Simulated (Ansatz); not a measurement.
# What HfO2 monolayer (2H) distorts into

Wanted: the energy along a soft mode of HfO2 monolayer (2H) and the structure at the end.

Calculated with Ansatz 0.2.0; DFT PBEsol, scalar-relativistic, plane waves, PAW.

### 1. The structure

The cell holds 3 atoms: 1 Hf and 2 O. Its edges and angles: a = 3.084 Å, b = 3.084 Å, c = 28.700 Å, α = 90.0°, β = 90.0°, γ = 120.0°. Vacuum lies along c.

Structure file:

```cif
data_structure
_symmetry_space_group_name_H-M 'P 1'
_symmetry_Int_Tables_number 1
_cell_length_a 3.0838
_cell_length_b 3.0838
_cell_length_c 28.7000
_cell_angle_alpha 90.000
_cell_angle_beta 90.000
_cell_angle_gamma 120.000
_cell_volume 236.36
loop_
_atom_site_label
_atom_site_type_symbol
_atom_site_fract_x
_atom_site_fract_y
_atom_site_fract_z
_atom_site_occupancy
Hf1 Hf 0.33333 0.66667 0.34843 1
O2 O 0.66667 0.33333 0.38877 1
O3 O 0.66667 0.33333 0.30810 1
```

### 2. Phonons on a q mesh

The cell comes from relaxations at this level that are not shown. Stability and thermal properties need the whole zone. Linear response on a 6×6×1 q mesh gives force constants as far as a supercell of that size would, and the tensors from the zone-centre run are typed in so that the long-range dipole term is interpolated apart.

File input.yaml:

```yaml
crystal:
  lattice:
    - [3.0837656031, 0.0, 0.0]
    - [-1.5418828015, 2.6706193516, 0.0]
    - [0.0, 0.0, 28.7]
  atoms:
    - { symbol: Hf, position: [0.3333333333, 0.6666666667, 0.3484320557] }
    - { symbol: O, position: [0.6666666667, 0.3333333333, 0.3887651227] }
    - { symbol: O, position: [0.6666666667, 0.3333333333, 0.3080989888] }
  periodic: [true, true, false]
kpoints:
  mp_grid: { grid: [12, 12, 1] }
hamiltonian:
  xc: pbesol
scf:
  occupations: { method: fixed }
output:
  eigenvalues: true
phonons:
  method: dfpt
  qmesh: [6, 6, 1]
  temperatures: { t_max: 1000, t_step: 50 }
  qpath:
    path:
      - [0.0, 0.0, 0.0]
      - [0.5, 0.0, 0.0]
      - [0.33333333, 0.33333333, 0.0]
      - [0.0, 0.0, 0.0]
    npoints: 10
  isolated: true
  non_analytic_term:
    high_frequency_dielectric_tensor: [[1.6983, 0.0, 0.0], [0.0, 1.6983, 0.0], [0.0, 0.0, 1.116]]
    born_effective_charges:
      - { species: Hf, tensor: [[4.6398, 0.0, 0.0], [0.0, 4.6398, 0.0], [0.0, 0.0, 0.817]] }
      - { species: O, tensor: [[-2.3199, 0.0, 0.0], [0.0, -2.3199, 0.0], [0.0, 0.0, -0.4085]] }
      - { species: O, tensor: [[-2.3199, 0.0, 0.0], [0.0, -2.3199, 0.0], [0.0, 0.0, -0.4085]] }
    source: "zone-centre run at this cell"
```

On the command line:

```sh
ansatz run input.yaml --threads 8 --pin off --max-ram 14336MiB --backend cpu --events-out ev --progress --plain --runs-dir out
```

Numbers of over 12 decimals in the logs are rounded to 6 here.

The program printed:

```text
Warning: phonons: the dynamical matrix that this run interpolates holds no multipole term above the dipole-dipole one, and a site of this crystal is no centre of inversion, so its interpolated transverse optical and acoustic branches and sound speeds can stay off near Gamma, and the density of states and the thermodynamics with them. What a run solves at a wave vector of phonons.qpoints, Gamma apart, where the deck admits one, is free of this, and under fd what a larger phonons.supercell samples
Warning: crystal.symmetry: narrowed to the stabiliser of the run's FFT grids — unitary ops 12 → 6. A phonons.method: dfpt run fills in the rows of the dynamical matrix that it does not solve by its symmetry operations, which is exact only for operations that map its FFT grids onto themselves: filled in by any other, the frequencies could depend on the order in which like atoms are typed, or, by more than the grids' own error, on where the crystal sits among the grids' points. Excluded: 6 operations. The run can therefore solve more perturbations, solve them on more k-points, or both, and cost more. [rest of the remark cut]
Engine: ansatz 0.2.0, aarch64-unknown-linux-gnu
Pseudopotentials: kind: paw
Pseudopotential: Hf, paw, valence charge 26, recommended cutoff 420 eV (normal), Hf.paw.azcp
Pseudopotential: O, paw, valence charge 6, recommended cutoff 420 eV (normal), O.paw.azcp
Functional definition: PBEsol
  exchange = pbesol_x
  correlation = pbesol_c
Crystal: 3 atoms, lattice volume = 236.361 Å³
Basis set: ecut = 420 eV, 4607 PW (Γ), exchange–correlation on 48×48×384 points (8 copies of the dense FFT grid, shifted against one another)
Bands: 23, of which v1, the nominal top of the filled ones, is band 19 counted from 1 (18 counted from 0)
Symmetry: 12 space group operations
k-points: 19 of 144 (irreducible under 6 space group operations, time reversal used)
Non-local potential: Hf, projectors of the file, l = 0: 3, l = 1: 2, l = 2: 2, l = 3: 3
Non-local potential: O, projectors of the file, l = 0: 2, l = 1: 2, l = 2: 1
PAW form: soft (Blöchl's): semilocal exchange-correlation on the pseudo side does not see the compensation charge
PAW frozen core: Hf, regenerated for the run's functional, and the local potential with it (the file was generated under x = pbe(κ = 0.804, μ = 0.219515), c = pbe(β = 0.066725))
PAW frozen core: O, regenerated for the run's functional, and the local potential with it (the file was generated under x = pbe(κ = 0.804, μ = 0.219515), c = pbe(β = 0.066725))
PAW one-centre angular grid: Hf, 590 points (default); XC on 64 Gauss nodes
PAW one-centre angular grid: O, 110 points (default); XC on 64 Gauss nodes
Initial density: superposition of atomic densities (neutral atoms: chi_scale 0, normalization atom), corrected by the library's trained network
Initial wavefunctions: pseudopotential atomic-orbital guess
Functional: x = pbesol(κ = 0.804, μ = 0.123457), c = pbesol(β = 0.046)
SCF iter   1: F=—  HF=-16722.852973 eV  |F-HF|=—  |Δ(HF+E_count)|=         —  Δρ=6.91e-3  dr2=8.41e-2  ethr=1.77e-3  ⟨swp⟩=6.9  Hψ=2603  notcnv=0  defer=38
preconditioner: auto → Resta (q_TF=auto, 2.012 Å⁻¹)  ε∞=1.7  [insulator: Δε(μ)=1.857 eV  Ē_g=17.494 eV  n_scr=18 (ndim 8)  ℏωp=14.5 eV  f_vac=0.824  ε∞_Penn≈1.7  vacuum switching on, ρ_ref=2.2e-2 e/Å³]
SCF iter   2: F=—  HF=-16722.842916 eV  |F-HF|=—  |Δ(HF+E_count)|=   1.01e-2  Δρ=3.73e-3  dr2=3.12e-2  ethr=2.21e-4  ⟨swp⟩=3.7  Hψ=1110  notcnv=0  defer=38
SCF iter   3: F=—  HF=-16722.836547 eV  |F-HF|=—  |Δ(HF+E_count)|=   6.37e-3  Δρ=1.46e-3  dr2=2.20e-3  ethr=8.21e-5  ⟨swp⟩=3.0  Hψ=869  notcnv=0  defer=38
SCF iter   4: F=—  HF=-16722.836748 eV  |F-HF|=—  |Δ(HF+E_count)|=   2.00e-4  Δρ=2.97e-4  dr2=1.11e-4  ethr=5.78e-6  ⟨swp⟩=4.1  Hψ=1243  notcnv=0  defer=38
SCF iter   5: F=—  HF=-16722.836732 eV  |F-HF|=—  |Δ(HF+E_count)|=   1.58e-5  Δρ=1.10e-4  dr2=1.23e-5  ethr=2.92e-7  ⟨swp⟩=3.4  Hψ=1096  notcnv=0  defer=38
SCF iter   6: F=—  HF=-16722.836740 eV  |F-HF|=—  |Δ(HF+E_count)|=   8.06e-6  Δρ=2.39e-5  dr2=9.86e-7  ethr=3.22e-8  ⟨swp⟩=3.7  Hψ=1060  notcnv=0  defer=38
SCF iter   7: F=—  HF=-16722.836840 eV  |F-HF|=—  |Δ(HF+E_count)|=   1.00e-4  Δρ=6.89e-6  dr2=7.10e-8  ethr=2.59e-9  ⟨swp⟩=3.3  Hψ=1048  notcnv=0  defer=37
SCF iter   8: F=—  HF=-16722.836840 eV  |F-HF|=—  |Δ(HF+E_count)|=   3.93e-8  Δρ=1.78e-6  dr2=7.59e-9  ethr=1.87e-10  ⟨swp⟩=3.6  Hψ=1081  notcnv=0  defer=37
SCF iter   9: F=—  HF=-16722.836840 eV  |F-HF|=—  |Δ(HF+E_count)|=   1.81e-9  Δρ=6.18e-7  dr2=6.49e-10  ethr=2.00e-11  ⟨swp⟩=3.5  Hψ=899  notcnv=0  defer=37
SCF iter  10: F=—  HF=-16722.836840 eV  |F-HF|=—  |Δ(HF+E_count)|=  2.11e-10  Δρ=1.82e-7  dr2=4.57e-11  ethr=1.71e-12  ⟨swp⟩=3.2  Hψ=1015  notcnv=0  defer=37
SCF iter  11: F=-16722.836840 eV  HF=-16722.836840 eV  |F-HF|=1.82e-11  |Δ(HF+E_count)|=  1.82e-11  Δρ=3.17e-8  dr2=1.86e-12  ethr=1.00e-12  ⟨swp⟩=18.0  Hψ=3944  notcnv=0
SCF 1 converged in 11 iterations: F = -16722.836840 eV  dr2 = 1.86e-12
  greatest PAW one-centre occupation: 0.999 electrons in one spin orbital (limit 2), on the Hf atom at site 0 (counted from 0), in its partial waves of l = 3
NSCF: frozen V_eff on 19 k-points
NSCF: frozen V_eff on 43 k-points
DFPT response loops at q = (0, 0, 0) (fractional): preconditioner auto → none (the input reference at scf.mixing.eps_inf says where Resta's filter doesn't serve); β = 0.50; Broyden in place of MSR1
NSCF: frozen V_eff on 156 k-points
DFPT response loops at q = (0, 0.166667, 0) (fractional): mixed as the last ones told, above
NSCF: frozen V_eff on 156 k-points
DFPT response loops at q = (0, 0.333333, 0) (fractional): mixed as the last ones told, above
NSCF: frozen V_eff on 86 k-points
DFPT response loops at q = (0, -0.5, 0) (fractional): mixed as the last ones told, above
NSCF: frozen V_eff on 288 k-points
DFPT response loops at q = (0.166667, 0.166667, 0) (fractional): mixed as the last ones told, above
NSCF: frozen V_eff on 288 k-points
DFPT response loops at q = (0.166667, 0.333333, 0) (fractional): mixed as the last ones told, above
NSCF: frozen V_eff on 156 k-points
DFPT response loops at q = (0.333333, 0.333333, 0) (fractional): mixed as the last ones told, above
SCF converged after 11 iterations
Free energy (F): -16722.836840 eV
Harris-Foulkes:  -16722.836840 eV  (|F-HF|=1.82e-11)
Internal energy: -16722.836840 eV  (E = F + TS)
E sigma→0 (E₀):  -16722.836840 eV
Fermi energy:    -8.226220 eV
--- Per-component energies (eV) ---
  E_band       = -858.201051
  E_kinetic    = 771.477213
  E_local      = -105057.336775  (includes V_loc(G=0)·N_el)
  E_nonlocal   = -1140.582567
  E_hartree    = 51835.947451
  E_xc         = -443.054439
  E_vxc        = -452.425269  (∫ρ·V_xc dr)
  E_paw        = -7111.778232  (= ΣΔE_a)
  E_vpaw       = 1348.766456  (= ΣTr[D̂ρ^β])
  E_aug_tail   = 0.004835  (compensation charges beyond the density's cutoff)
  E_ewald      = 44421.164006
  E_core_change = 1.321667  (= ΣΔE_core)
  E_smearing   = -0.000000  (= −TS)
  E_closure    = -0.000000  (closes the sum)
  Σ components = -16722.836840   (vs F -16722.836840, Δ=0.00e0)
--- Band table (eV; the first three rows and the last of 19) ---
  k-point 0: bands = [... 15 lower, -11.3960, -9.9750, -9.9750, -8.4475, -4.5764, -2.8026, -1.9908, -1.9908]
  k-point 1: bands = [... 15 lower, -11.2864, -10.0870, -10.0699, -8.3833, -4.4591, -2.9425, -1.9507, -1.6782]
  k-point 2: bands = [... 15 lower, -10.9879, -10.3482, -10.3148, -8.2862, -4.8179, -2.2678, -1.9305, -1.8124]
  k-point 18: bands = [... 15 lower, -11.0607, -10.8521, -9.6830, -8.4812, -6.1270, -3.1638, -0.3720, 0.7561]
--- Phonons (Γ-DFPT): 6 representative perturbations + reference (Σ response iterations 24) ---
  ASR residual: 4.544e-5 → 0.000e0 eV/Å²; symmetrization residual: 1.549e-6 eV/Å²
  The last average, over the group as it would stand without the narrowing to the FFT grids, took up to 1.243e-6 eV/Å² of the zone centre's force constants
  ASR residual per site (eV/Å²): 4.54e-5 3.82e-5 3.78e-5
  Γ frequencies (cm⁻¹): -173.50 -173.50 0.00 0.00 0.00 378.99 378.99 552.17 694.78
--- Phonons (arbitrary-q DFPT): 7 irreducible q on the 6×6×1 mesh ---
  q = [0.0000, 0.0000, 0.0000] (star 1, of the zone-centre solve; hermiticity 1.02e-7, symmetrization 8.22e-11, taken by the last average 4.09e-8): -173.50 -173.50 -0.00 0.00 0.00 378.99 378.99 552.17 694.78
  q = [0.0000, 0.1667, 0.0000] (star 6, 9 solved perturbations on 78 of 144 k-point pairs; hermiticity 1.46e-7, symmetrization 1.43e-10, taken by the last average 1.67e-8): -82.52 -70.95 66.97 74.10 129.82 362.07 508.04 551.27 688.64
  q = [0.0000, 0.3333, 0.0000] (star 6, 9 solved perturbations on 78 of 144 k-point pairs; hermiticity 2.40e-7, symmetrization 1.61e-10, taken by the last average 8.84e-8): -80.68 123.96 208.76 234.17 249.06 326.47 454.95 549.03 679.30
  q = [0.0000, -0.5000, 0.0000] (star 3, 9 solved perturbations on 43 of 144 k-point pairs; hermiticity 2.03e-7, symmetrization 1.42e-10, taken by the last average 9.34e-8): -92.83 149.88 259.96 277.37 305.87 306.60 429.62 540.54 675.11
  q = [0.1667, 0.1667, 0.0000] (star 6, 6 solved perturbations in 666 linear systems a pass and spin channel, the states on 144 of 144 k-point pairs; hermiticity 9.15e-8, symmetrization 2.14e-11, taken by the last average 3.54e-7): -73.09 131.40 137.42 199.09 239.74 341.90 467.78 550.44 680.98
  q = [0.1667, 0.3333, 0.0000] (star 12, 9 solved perturbations on 144 of 144 k-point pairs: no pair is spared here; hermiticity 7.60e-8, symmetrization 0.00e0, taken by the last average 2.99e-7): -95.05 182.51 210.26 253.60 330.86 331.98 432.23 535.11 673.77
  q = [0.3333, 0.3333, 0.0000] (star 2, 6 solved perturbations in 327 linear systems a pass and spin channel, the states on 78 of 144 k-point pairs; hermiticity 1.17e-7, symmetrization 4.03e-8, taken by the last average 2.82e-7): -106.00 205.34 230.80 241.50 351.33 365.62 422.04 520.21 670.40
  sum rule: each row above includes the acoustic sum rule's correction from the zone centre's row sums; it moved no ω² by more than (0.81 cm⁻¹)²
  mesh force constants: q→R imaginary residual 4.84e-19; ASR residual 4.544e-5 → 0.000e0 eV/Å²; symmetrization residual 7.105e-15 eV/Å²
  interpolated dispersion: 31 rows × 9 modes
  density of states and harmonic sums: on the 24×24×1 q-mesh, interpolated from the force constants of a 6×6×1 supercell (with the dipole–dipole term of supplied tensors)
  largest difference from the sums on the solved wave vectors: F 4.04e-2 eV, S 5.30e-5 and C_V 1.25e-5 eV/K
  zero-point energy: 0.172720 eV/cell   skipped modes (ω ≤ 0): 74, of them read as no rigid motion or as one in doubt: 71 (1.127e0 modes/cell left out, lowest -173.50 cm⁻¹)   left out of the sums: 1.26e-1 of the cell's modes: C_V's classical limit lies that fraction below 3 k_B per atom; for a crystal, a wire or a layer, F and S can be off by more, and a phonons.interpolated_qmesh denser along its periods is the remedy for the sampling
```

Wall time 6.9 min (8 threads of Arm Neoverse V1, shared host); peak memory 2.2 GiB.

In the SCF lines HF is the Harris–Foulkes energy and dr2 the Hartree energy of the density residual, in eV; the loop may stop once dr2 is under the threshold and the program's other checks hold. Hψ counts applications of the Hamiltonian.

This step gave:

```yaml
gap_on_the_k_mesh: 2.004 eV
sum_rule_residual_before_enforcement: 4.54e-5 eV/Å²
lowest_frequency_on_the_path: -173.5 cm⁻¹
point_group: -6m2
highest_frequency_on_the_path_or_at_a_solved_wavevector: 694.8 cm⁻¹
area_per_atom: 2.745 Å²
highest_optical_mode_at_the_zone_centre_no_lo_to_term: 694.8 cm⁻¹
lowest_optical_zone_centre_mode: -173.5 cm⁻¹
lowest_mode_on_the_q_mesh_acoustic_modes_at_gamma_apart: -173.5 cm⁻¹
```

Frequencies (cm⁻¹) solved at each irreducible wavevector; negative means imaginary. Frequencies by wavevector, by row:

```
q in reciprocal lattice units  star  mode 1  mode 2  mode 3  mode 4  mode 5  mode 6  mode 7  mode 8  mode 9
                        0 0 0     1  -173.5  -173.5       0       0       0     379     379   552.2   694.8
                   0 0.1667 0     6   -82.5     -71      67    74.1   129.8   362.1     508   551.3   688.6
                   0 0.3333 0     6   -80.7     124   208.8   234.2   249.1   326.5   454.9     549   679.3
                     0 -0.5 0     3   -92.8   149.9     260   277.4   305.9   306.6   429.6   540.5   675.1
              0.1667 0.1667 0     6   -73.1   131.4   137.4   199.1   239.7   341.9   467.8   550.4     681
              0.1667 0.3333 0    12     -95   182.5   210.3   253.6   330.9     332   432.2   535.1   673.8
              0.3333 0.3333 0     2    -106   205.3   230.8   241.5   351.3   365.6     422   520.2   670.4
```

Interpolated from a 6×6×1 q mesh, with the LO-TO term (at Γ the limit along the path; where Γ stands inside the path, tables give the limit on arrival). Phonon branches along the path, in cm⁻¹:

```csv
point,branch 1,branch 2,branch 3,branch 4,branch 5,branch 6,branch 7,branch 8,branch 9
Γ,-174,-174,0,0,0,379,379,552,695
halfway,-71,98,141,175,186,344,480,556,684
M,-93,150,260,277,306,307,430,540,675
halfway,-99,190,220,261,332,343,426,531,673
K,-106,205,231,242,351,366,422,520,670
halfway,-73,131,137,199,240,342,468,550,681
Γ,-174,-174,0,0,0,379,379,552,695
```

The phonon branches as a text plot (rows in cm⁻¹):

```
    677 |********************************************************
    641 |
    604 |
    568 |*      ******                              *******     *
    532 | ******      ******************************       *****
    496 | **  ******                                  *****  ***
    460 |           ****                          ****
    423 |               **************************
    387 |*****                                             ******
    351 |     ********            *************************
    315 |             **************           ***
    279 |               ************              **
    243 |             ************* **************  **
    206 |           ****           *******************
    170 |       ******         ****            *****  ***
    134 |     ******  *********                     **   **
     98 |   **  ******                                *******
     62 |     ****                                    **********
     25 | ****                                             *****
    -11 |***                                                    *
    -47 |
    -83 |     ***********************        **************
   -119 |   **                       ********              **
   -155 |*****                                               ****
         Γ                   M           K                      Γ
```

Symmetry leaves 7 wavevectors to solve. The lowest mode among them, the acoustic zeros apart, lies at Γ and is imaginary, 173.5i cm⁻¹, so the energy falls along it.

### 3. The mode frozen in, largest atomic shift 0 Å

The mode followed lies at Γ with frequency 173.5i cm⁻¹ and is 2-fold degenerate, the softest among the wavevectors solved. At small amplitude the distorted cell has space group no. 5 by a symmetry search on the positions. The undistorted cell that holds it gives the zero of energy on the same k mesh.

input.yaml, the sections that differ from step 2:

```yaml
scf:
  occupations: { method: gaussian, width: 0.02 }
output:
  forces: true
  stress: true
  eigenvalues: true
# crystal, kpoints, hamiltonian: as in step 2
# phonons: removed
```

The program printed:

```text
[...]
Crystal: 3 atoms, lattice volume = 236.361 Å³
Basis set: ecut = 420 eV, 4607 PW (Γ), exchange–correlation on 48×48×384 points (8 copies of the dense FFT grid, shifted against one another)
Bands: 23, of which v1, the nominal top of the filled ones, is band 19 counted from 1 (18 counted from 0)
Symmetry: 12 space group operations
[...]
--- Band table (eV; the first three rows and the last of 19) ---
  k-point 0: bands = [... 15 lower, -11.3958, -9.9747, -9.9747, -8.4472, -4.5762, -2.8023, -1.9905, -1.9905]
  k-point 1: bands = [... 15 lower, -11.2862, -10.0867, -10.0696, -8.3831, -4.4589, -2.9422, -1.9504, -1.6779]
  k-point 2: bands = [... 15 lower, -10.9876, -10.3480, -10.3145, -8.2859, -4.8177, -2.2676, -1.9301, -1.8121]
  k-point 18: bands = [... 15 lower, -11.0605, -10.8519, -9.6828, -8.4809, -6.1267, -3.1635, -0.3716, 0.7564]
[key lines of the parts left out:]
SCF converged after 7 iterations
Free energy (F): -16722.836840 eV
Fermi energy:    -7.223930 eV
P = ½ c Tr σ = 0.0014 N/m
```

The job ended after 1.7 s (8 threads; peak memory 0.6 GiB).

Numbers from this step:

```
energy from the undistorted cell : 0 meV/atom
```

### 4. The mode frozen in, largest atomic shift 0.14 Å

The atoms are moved along the unstable eigenvector, the largest shift by 0.14 Å, with the cell fixed.

File input.yaml:

```yaml
crystal:
  lattice:
    - [3.0837656031, 0.0, 0.0]
    - [-1.5418828015, 2.6706193516, 0.0]
    - [0.0, 0.0, 28.7]
  atoms:
    - { symbol: Hf, position: [0.3333333333, 0.6666666667, 0.3484320557] }
    - { symbol: O, position: [0.621267626, 0.2879342927, 0.3887651227] }
    - { symbol: O, position: [0.7120657073, 0.378732374, 0.3080989888] }
  periodic: [true, true, false]
kpoints:
  mp_grid: { grid: [12, 12, 1] }
hamiltonian:
  xc: pbesol
scf:
  occupations: { method: gaussian, width: 0.02 }
output:
  forces: true
  stress: true
  eigenvalues: true
  write_density: true
  write_potential: true
  elf: true
  volumetric_format: npy
```

The program printed:

```text
[...]
Crystal: 3 atoms, lattice volume = 236.361 Å³
Basis set: ecut = 420 eV, 4607 PW (Γ), exchange–correlation on 48×48×384 points (8 copies of the dense FFT grid, shifted against one another)
Bands: 23, of which v1, the nominal top of the filled ones, is band 19 counted from 1 (18 counted from 0)
Symmetry: 2 space group operations
[...]
k-points: 43 of 144 (time reversal used)
[...]
--- Band table (eV; the first three rows and the last of 43) ---
  k-point 0: bands = [... 15 lower, -11.3585, -9.9357, -9.9336, -8.4742, -4.5751, -2.7284, -2.2330, -2.2080]
  k-point 1: bands = [... 15 lower, -11.2577, -10.0499, -10.0201, -8.4236, -4.4405, -2.9109, -2.2211, -1.9176]
  k-point 2: bands = [... 15 lower, -10.9963, -10.3093, -10.2297, -8.3529, -4.7246, -2.4609, -2.0351, -1.6633]
  k-point 42: bands = [... 15 lower, -11.1868, -10.7317, -9.7075, -8.3665, -5.5828, -1.5796, -1.1648, -0.3288]
[key lines of the parts left out:]
SCF converged after 7 iterations
Free energy (F): -16722.856055 eV
Fermi energy:    -7.123861 eV
P = ½ c Tr σ = 1.2351 N/m
```

Elapsed: 4.7 s, on 8 threads; peak memory 0.73 GiB.

This step gave:

* gap on the k-mesh: 2.338 eV
* energy from the undistorted cell: -6.405 meV/atom

The energy, extrapolated to zero smearing, is -6.41 meV/atom against the undistorted cell.

(Continued in part 2 of 3.)

[Logs are printed without paths, hosts, clocks, repeated set-up lines and the standing remarks that a program may print on its own settings, such as how far it seeks lower states.]

[Hosts, paths, dates, database ids (printed as entryN), source tags and the programs' standing remarks are cut or masked in the printed files.]
